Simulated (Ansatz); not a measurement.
**Field gradients against strain in C**

```
CELL_PARAMETERS angstrom
0.00000 1.78340 1.78340
1.78340 0.00000 1.78340
1.78340 1.78340 0.00000
ATOMIC_POSITIONS crystal
C 0.50000 0.50000 0.50000
C 0.75000 0.75000 0.75000
```

Atoms are numbered in the order listed.

The cell is COD entry 9008564, as deposited and not checked against the literature; nothing was relaxed.

The calculation used DFT, PBE, all-electron PAW with datasets made for the crystal, scalar-relativistic (Ansatz 0.2.0).

Sampling and basis: a Γ-centred 20×20×20 k mesh, Fermi–Dirac smearing of 0.08 eV, cutoff 540 eV (chosen by the program for this cell), no spin polarisation.

The strain is applied along the Cartesian axes of the cell as listed (the other components stay zero). Fractional coordinates are held (clamped ions).

The columns are Cartesian components of the electric field gradient at the nuclei, in 10²¹ V/m².

Only quantities that a quadratic follows smoothly over the whole series are listed; rougher ones are left out.

```tsv
εzz	Vzz at C1
-0.0100	-0.04
0.0000	0.00
0.0200	0.09
0.0300	0.13
```

**Question.** Fit the series and give the gradient–strain slopes.

**Answer.** Least-squares fits y = p0 + p1 x + p2 x² to the rows give Vzz at C1: p1 = 4.3, p2 = 1.1e-13. The slopes p1 are in 10²¹ V/m² per unit strain, for clamped ions.

**Question.** One run, at εzz = 0.0100, is withheld. Predict its row.

**Answer.** The fits give 0.04; the run gave 0.04.
